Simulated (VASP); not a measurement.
# Tl8Br7 (a cell with a defect) in VASP: notebook

One crystal, Tl8Br7 (a cell with a defect), is run at these levels: PBE; tasks: single point.

All numbers are computed with VASP 6.6.1; they aren't measurements. Logs are shortened: lines on timing, memory, paths and dates and some standing lists are left out, and cuts for length are marked.

### 1 Starting point

The cell holds a defect, 15 atoms: a = 7.969 Å, b = 7.969 Å, c = 7.969 Å, α = 90.00°, β = 90.00°, γ = 90.00°.

### 2 Single point, PBE

File INCAR:

```
SYSTEM = Tl8Br7
  PREC = Accurate
  ENCUT = 520
  EDIFF = 1E-6
  ISMEAR = -1
  SIGMA = 0.05
  LREAL = Auto
  LASPH = .TRUE.
  NELM = 60
  ALGO = Fast
  ISIF = 2
  LWAVE = .FALSE.
  LCHARG = .FALSE.
  GGA = PE
  NBANDS = 90
```

File KPOINTS:

```
regular mesh
0
G
  2 2 2
  0 0 0
```

File POSCAR:

```
Tl8Br7
1.0
    7.9686600000      0.0000000000      0.0000000000
    0.0000000000      7.9686600000      0.0000000000
    0.0000000000      0.0000000000      7.9686600000
Tl Br
8 7
Direct
   -0.0023444343      0.0042692247     -0.0025937862
   -0.0028240633      0.0045514553      0.5043074996
   -0.0032655428      0.4971770662     -0.0022972495
   -0.0030650072      0.4977545786      0.5049497657
    0.5046414328      0.0043427628     -0.0024024114
    0.5044317363      0.0039770802      0.5050057350
    0.5040046884      0.4970412842     -0.0029992496
    0.5043160331      0.4967347082      0.5042939465
    0.2506382503      0.2513613330      0.2511276676
    0.2507511928      0.2508041503      0.7511452365
    0.2510277763      0.7507078982      0.7518674407
    0.7508586136      0.2506204305      0.2513480309
    0.7507390201      0.2503976829      0.7512094882
    0.7507964953      0.7505179039      0.2509172182
    0.7510555100      0.7506986118      0.7512113705
```

Potentials or basis: VASP PAW PBE potentials, release 64 (Tl_d, Br).

Launch:

```sh
> cat potpaw_PBE.64/Tl_d/POTCAR potpaw_PBE.64/Br/POTCAR > POTCAR
> mpirun -np 1 vasp_std > vasp.out
```

OUTCAR:

```text
SYSTEM = Tl8Br7
   PREC = Accurate
   ENCUT = 520
   EDIFF = 1E-6
   ISMEAR = -1
   LREAL = Auto
   LASPH = .TRUE.
   NELM = 60
   ISIF = 2
   GGA = PE

 ion  position               nearest neighbor table
   1  0.998  0.004  0.997-  13 3.40  10 3.43  15 3.43  12 3.44  11 3.46   3 3.93   5 3.93   2 3.93
                             2 4.04   5 4.04   3 4.04
   2  0.997  0.005  0.504-  13 3.40  12 3.43  10 3.44  15 3.44   9 3.47   6 3.93   1 3.93   4 3.93
                             4 4.04   1 4.04   6 4.04
   3  0.997  0.497  0.998-  13 3.40  15 3.43  12 3.43  10 3.44  14 3.46   9 3.47   7 3.93   4 3.93
                             1 3.93   1 4.04   4 4.04   7 4.04
   4  0.997  0.498  0.505-  13 3.40  15 3.43  12 3.44  10 3.44  14 3.46   8 3.93   3 3.93   2 3.93
                             2 4.04   3 4.04   8 4.04
   5  0.505  0.004  0.998-  13 3.40  12 3.43  15 3.43  10 3.44  11 3.46  14 3.47   6 3.93   7 3.93
                             1 3.93   1 4.04   7 4.04   6 4.04
   6  0.504  0.004  0.505-  13 3.40  15 3.43  10 3.44  12 3.44   5 3.93   2 3.93   8 3.93   8 4.04
                             2 4.04   5 4.04
   7  0.504  0.497  0.997-  13 3.40  10 3.43  15 3.43  12 3.44  11 3.46   9 3.47   5 3.93   8 3.93
                             3 3.93   3 4.04   8 4.04   5 4.04
   8  0.504  0.497  0.504-  13 3.40  12 3.43  10 3.43  15 3.44   9 3.46   4 3.93   7 3.93   6 3.93
                             6 4.04   7 4.04   4 4.04
   9  0.251  0.251  0.251-   8 3.46   3 3.47   7 3.47   2 3.47
  10  0.251  0.251  0.751-   7 3.43   1 3.43   8 3.43   6 3.44   2 3.44   5 3.44   3 3.44   4 3.44

  11  0.251  0.751  0.752-   7 3.46   1 3.46   5 3.46
  12  0.751  0.251  0.251-   2 3.43   8 3.43   3 3.43   5 3.43   6 3.44   4 3.44   1 3.44   7 3.44

  13  0.751  0.250  0.751-   5 3.40   6 3.40   7 3.40   2 3.40   1 3.40   3 3.40   8 3.40   4 3.40

  14  0.751  0.751  0.251-   3 3.46   4 3.46   5 3.47
  15  0.751  0.751  0.751-   4 3.43   3 3.43   6 3.43   1 3.43   5 3.43   7 3.43   2 3.44   8 3.44

  LATTYP: Found a simple cubic cell.
 ALAT       =     7.9686600000

  Lattice vectors:

 A1 = (   7.9686600000,   0.0000000000,   0.0000000000)
 A2 = (   0.0000000000,   7.9686600000,   0.0000000000)
 A3 = (   0.0000000000,   0.0000000000,   7.9686600000)

Analysis of symmetry for initial positions (statically):
=====================================================================
 Subroutine PRICEL returns:
 Original cell was already a primitive cell.

 Routine SETGRP: Setting up the symmetry group for a
 simple cubic supercell.

 Subroutine GETGRP returns: Found  1 space group operations
 (whereof  1 operations were pure point group operations)
 out of a pool of 48 trial point group operations.

The static configuration has the point symmetry C_1 .

Analysis of symmetry for dynamics (positions and initial velocities):
=====================================================================
 Subroutine PRICEL returns:
 Original cell was already a primitive cell.

 Routine SETGRP: Setting up the symmetry group for a
 simple cubic supercell.

 Subroutine GETGRP returns: Found  1 space group operations
 (whereof  1 operations were pure point group operations)
 out of a pool of 48 trial point group operations.

The dynamic configuration has the point symmetry C_1 .

 Subroutine INISYM returns: Found  1 space group operations
 (whereof  1 operations are pure point group operations),
 and found     1 'primitive' translations

----------------------------------------------------------------------------------------

                                     Primitive cell

  volume of cell :     506.0063

  direct lattice vectors                    reciprocal lattice vectors
     7.968660000  0.000000000  0.000000000     0.125491613  0.000000000  0.000000000
     0.000000000  7.968660000  0.000000000     0.000000000  0.125491613  0.000000000
     0.000000000  0.000000000  7.968660000     0.000000000  0.000000000  0.125491613

  length of vectors
     7.968660000  7.968660000  7.968660000     0.125491613  0.125491613  0.125491613

  position of ions in fractional coordinates (direct lattice)
     0.997655566  0.004269225  0.997406214
     0.997175937  0.004551455  0.504307500
     0.996734457  0.497177066  0.997702750
     0.996934993  0.497754579  0.504949766
[... 41 lines left out ...]
     0.062745807  0.000000000  0.000000000     0.500000000  0.000000000  0.000000000
     0.000000000  0.062745807  0.000000000     0.000000000  0.500000000  0.000000000
     0.000000000  0.000000000  0.062745807     0.000000000  0.000000000  0.500000000

  Length of vectors
     0.062745807  0.062745807  0.062745807

  Shift w.r.t. Gamma in fractional coordinates (k-lattice)
     0.000000000  0.000000000  0.000000000

 Subroutine IBZKPT returns following result:
 ===========================================

 Found      8 irreducible k-points:

 Following reciprocal coordinates:
            Coordinates               Weight
  0.000000  0.000000  0.000000      1.000000
  0.500000  0.000000  0.000000      1.000000
  0.000000  0.500000  0.000000      1.000000
  0.000000  0.000000  0.500000      1.000000
  0.500000  0.500000  0.000000      1.000000
  0.000000  0.500000  0.500000      1.000000
  0.500000  0.000000  0.500000      1.000000
  0.500000  0.500000  0.500000      1.000000
   k-points           NKPTS =      8   k-points in BZ     NKDIM =      8   number of bands    NBANDS=     90
   number of dos      NEDOS =    301   number of ions     NIONS =     15
   total plane-waves  NPLWV = 216000
   dimension x,y,z NGX =    60 NGY =   60 NGZ =   60
   dimension x,y,z NGXF=   120 NGYF=  120 NGZF=  120
   ions per type =               8   7
   NGX,Y,Z   is equivalent  to a cutoff of  12.52, 12.52, 12.52 a.u.
   NGXF,Y,Z  is equivalent  to a cutoff of  25.03, 25.03, 25.03 a.u.
 SYSTEM =  Tl8Br7
   PREC   = accura    normal or accurate (medium, high low for compatibility)
   ISTART =      0    job   : 0-new  1-cont  2-samecut
   ICHARG =      2    charge: 1-file 2-atom 10-const
   ISPIN  =      1    spin polarized calculation?
   LNONCOLLINEAR =      F non collinear calculations
   LSORBIT =      F    spin-orbit coupling
   LASPH  =      T    aspherical Exc in radial PAW
   ENCUT  =  520.0 eV  38.22 Ry    6.18 a.u.  14.82 14.82 14.82*2*pi/ulx,y,z
   NELM   =     60;   NELMIN=  2; NELMDL= -5     # of ELM steps
   EDIFF  = 0.1E-05   stopping-criterion for ELM
   LREAL  =      T    real-space projection
   EDIFFG = 0.1E-04   stopping-criterion for IOM
   NSW    =      0    number of steps for IOM
[... 5 lines left out ...]
   TEBEG  =    0.0;   TEEND  =   0.0 temperature during run
   PSTRESS=    0.0 pullay stress
   NELECT =     153.0000    total number of electrons
   NUPDOWN=      -1.0000    fix difference up-down
   EMIN   =  10.00;   EMAX   =-10.00  energy-range for DOS
   EFERMI =   0.00;   METHOD = LEGACY
   ISMEAR =    -1;   SIGMA  =   0.05  broadening in eV -4-tet -1-fermi 0-gaus
   EFERMI_NEDOS =   21; number of points for ismear=-14 and -15
   IALGO  =     68    algorithm
   IMIX   =      4    mixing-type and parameters
     AMIX     =   0.40;   BMIX     =  1.00
     AMIX_MAG =   1.60;   BMIX_MAG =  1.00
  volume/ion in A,a.u.               =      33.73       227.65
  Fermi-wavevector in a.u.,A,eV,Ry     =   1.098803  2.076437 16.427253  1.207369
  Thomas-Fermi vector in A             =   2.235187
   LORBIT       =      0    0 simple, 1 ext, 2 COOP (PROOUT), +10 PAW based schemes
   GGA     = PE    functional components
   LHFCALC =     F    Hartree Fock is set to
   AEXX    =    0.0000 exact exchange contribution
   IVDW    =     0    specifies the selected vdW correction
   LEPSILON=     F    determine dielectric tensor
   LRPA    =     F    only Hartree local field effects (RPA)
 non-spin polarized calculation
 RMM-DIIS sequential band-by-band and
  energy-cutoff  :      520.00
  volume of cell :      506.01
 maximum number of plane-waves:     13704
 NGX is ok and might be reduce to    60
   NGX = 29   NGY = 29   NGZ = 29

 number of electron     152.9999949 magnetization

 Free energy of the ion-electron system (eV)
  ---------------------------------------------------
  ext. energy  EPLUGINS =         0.00000000
  ---------------------------------------------------
  free energy    TOTEN  =       -40.34379470 eV

  energy without entropy =      -40.31781487  energy(sigma->0) =      -40.33080479

 E-fermi :   4.2139     XC(G=0):  -8.6440

 val. band max:        3.9371734139   @ k =   0.0000   0.0000   0.0000
 cond. band min:       4.2494591914   @ k =   0.0000   0.0000   0.0000
 fundamental gap:      0.3122857775
 Fermi energy:         4.2138539454

 k-point     1 :       0.0000    0.0000    0.0000
  band No.  band energies     occupation
      1     -11.8090      2.00000
      2     -11.5245      2.00000
      3     -11.4272      2.00000
      4     -11.4270      2.00000
      5     -11.3143      2.00000
      6     -11.3142      2.00000
[... 717 lines left out ...]
     87       6.6398      0.00000
     88       6.6676      0.00000
 [bands above 88 left out]

------------------------ aborting loop because EDIFF is reached ----------------------------------------

  FORCE on cell =-STRESS in cart. coord.  units (eV):
  Direction    XX          YY          ZZ          XY          YZ          ZX
  --------------------------------------------------------------------------------------
  -------------------------------------------------------------------------------------
  Total        2.2231471      2.2135286      2.2427890      0.0047506      0.0176203      0.0180736
  in kB        7.0391934      7.0087380      7.1013857      0.0150418      0.0557916      0.0572268
  external PRESSURE =       7.0497724 kB  Pullay stress =       0.0000000 kB

 VOLUME and BASIS-vectors are now :
 -----------------------------------------------------------------------------
  energy-cutoff  :      520.00
  volume of cell :      506.01
      direct lattice vectors                 reciprocal lattice vectors
     7.968660000  0.000000000  0.000000000     0.125491613  0.000000000  0.000000000
     0.000000000  7.968660000  0.000000000     0.000000000  0.125491613  0.000000000
     0.000000000  0.000000000  7.968660000     0.000000000  0.000000000  0.125491613

 POSITION                                       TOTAL-FORCE (eV/Angst)
 -----------------------------------------------------------------------------------
      7.94998      0.03402      7.94799        -0.002081      0.002482     -0.000605
      7.94616      0.03627      4.01865         0.001565      0.002362      0.003582
      7.94264      3.96184      7.95035         0.000539     -0.002107     -0.000033
      7.94424      3.96644      4.02377         0.001383     -0.004091      0.001891
      4.02132      0.03461      7.94952         0.001106      0.002548      0.003199
      4.01964      0.03169      4.02422        -0.000917      0.000826     -0.001412
      4.01624      3.96075      7.94476         0.002371     -0.001284      0.001559
      4.01872      3.95831      4.01855         0.000884     -0.000039      0.002371
      1.99725      2.00301      2.00115         0.001684     -0.004387     -0.000588
      1.99815      1.99857      5.98562         0.001199     -0.001357     -0.000485
      2.00035      5.98214      5.99138        -0.003588     -0.001068     -0.008847
      5.98334      1.99711      2.00291        -0.001411      0.000055      0.001271
      5.98238      1.99533      5.98613         0.001956      0.001499     -0.001934
      5.98284      5.98062      1.99947        -0.001487      0.003394      0.002621
      5.98491      5.98206      5.98615        -0.003201      0.001164     -0.002589
 -----------------------------------------------------------------------------------
    total drift:                               -0.005890     -0.005228     -0.009328

  FREE ENERGIE OF THE ION-ELECTRON SYSTEM (eV)
  ---------------------------------------------------
  free  energy   TOTEN  =       -40.3437946994 eV

  energy  without entropy=      -40.3178148748  energy(sigma->0) =      -40.33080479
```

It took 3.8 min on 1 thread of Intel Xeon 6975P-C (Granite Rapids), shared host; peak memory 0.6 GiB.

What came out:

- Free energy: -40.3438 eV
- Pressure: 0.7 GPa
- Largest force: 0.010 eV/Å
- Band gap on the k mesh: none (metal or under the smearing width)

Forces on the atoms (eV/Å):
```
Tl  -0.002  0.002 -0.001
Tl   0.002  0.002  0.004
Tl   0.001 -0.002  0.000
Tl   0.001 -0.004  0.002
Tl   0.001  0.003  0.003
Tl  -0.001  0.001 -0.001
Tl   0.002 -0.001  0.002
Tl   0.001  0.000  0.002
Br   0.002 -0.004 -0.001
Br   0.001 -0.001  0.000
Br  -0.004 -0.001 -0.009
Br  -0.001  0.000  0.001
Br   0.002  0.001 -0.002
Br  -0.001  0.003  0.003
Br  -0.003  0.001 -0.003
```

Caveat: the k mesh is coarse (spacing up to 0.39 Å⁻¹), so the values aren't converged; an odd number of electrons without spin polarisation forces a metal; a magnetic or distorted state may lie lower.

### 3 Single point, PBE

File INCAR:

```
SYSTEM = Tl8Br7
ALGO = Fast ; EDIFF = 1E-6
ENCUT = 520 ; GGA = PE
ISIF = 2 ; ISMEAR = -1
LASPH = .True. ; LCHARG = .False.
LREAL = Auto ; LWAVE = .False.
NBANDS = 90 ; NELM = 100
PREC = Accurate ; SIGMA = 0.05
```

File KPOINTS:

```
k-points
0
Gamma
  2 2 2
  0 0 0
```

File POSCAR:

```
Tl8Br7
1.0
    7.9686600000      0.0000000000      0.0000000000
    0.0000000000      7.9686600000      0.0000000000
    0.0000000000      0.0000000000      7.9686600000
Tl Br
8 7
Direct
   -0.0150884841      0.0169575562      0.0000958756
    0.0011921703      0.0006731370      0.5023997761
   -0.0156400198      0.4847074665      0.0001562371
    0.0009818464      0.5016188418      0.5026523907
    0.5171521937      0.0168650689      0.0001548567
    0.5003685689      0.0001562371      0.5026560300
    0.5166275133      0.4845255037     -0.0001812099
    0.5002045513      0.5009322772      0.5022591000
    0.2507455457      0.2511084674      0.2529741512
    0.2507762911      0.2507194434      0.7473200011
    0.2508261113      0.7507819382      0.8726895112
    0.7507887148      0.2507562125      0.2753076427
    0.7507735303      0.2506445249      0.7332704620
    0.7507695146      0.7506954745      0.2529353743
    0.7508170759      0.7508316329      0.7473134755
```

Potentials or basis: VASP PAW PBE potentials, release 64 (Tl_d, Br).

Launch:

```sh
> cat potpaw_PBE.64/Tl_d/POTCAR potpaw_PBE.64/Br/POTCAR > POTCAR
> mpirun -np 1 vasp_std > vasp.out
```

Wall time 5 min (1 thread of Intel Xeon 6975P-C (Granite Rapids), shared host); peak memory 0.59 GiB.

Results (log left out):

```yaml
Free_energy: -40.2196 eV
Pressure: 1.1 GPa
Largest_force: 0.155 eV/Å
Band_gap_on_the_k_mesh: none (metal or under the smearing width)
```

Forces in eV/Å, atoms in the order of the input:
```
Tl   0.018 -0.018  0.009
Tl   0.020 -0.021  0.023
Tl   0.020  0.019  0.008
Tl   0.021  0.018  0.022
Tl  -0.019 -0.019  0.010
Tl  -0.022 -0.021  0.021
Tl  -0.017  0.020  0.010
Tl  -0.020  0.020  0.023
Br  -0.001  0.000 -0.014
Br   0.000 -0.001  0.001
Br   0.001  0.002 -0.155
Br   0.000  0.001  0.033
Br   0.003  0.004  0.023
Br  -0.002  0.000 -0.016
Br  -0.002 -0.002  0.001
```

Stress tensor (GPa, compression positive):
```
1.03 0.00 0.00
0.00 1.03 0.00
0.00 0.00 1.13
```

Levels at points of the mesh, in eV from the Fermi level:
```tsv
k point	band 73	band 74	band 75	band 76	band 77	band 78	band 79	band 80
(0.00, 0.00, 0.00)	-2.99	-2.63	-2.34	-2.34	-0.70	-0.35	-0.35	0.04
(0.50, 0.00, 0.00)	-3.09	-3.05	-3.03	-3.00	0.27	0.41	0.72	0.85
(0.00, 0.50, 0.00)	-3.09	-3.05	-3.03	-3.00	0.27	0.41	0.72	0.85
(0.00, 0.00, 0.50)	-3.12	-3.07	-2.89	-2.89	-0.04	0.75	0.91	0.91
(0.50, 0.50, 0.00)	-2.90	-2.90	-2.58	-2.55	0.64	0.65	0.65	1.03
(0.00, 0.50, 0.50)	-2.97	-2.96	-2.69	-2.43	0.57	0.84	1.01	1.06
(0.50, 0.00, 0.50)	-2.97	-2.96	-2.69	-2.43	0.57	0.85	1.01	1.06
(0.50, 0.50, 0.50)	-2.83	-2.74	-2.71	-2.71	0.84	1.17	1.17	1.77
```

Caveat: the k mesh is coarse (spacing up to 0.39 Å⁻¹), so the values aren't converged; an odd number of electrons without spin polarisation forces a metal; a magnetic or distorted state may lie lower.
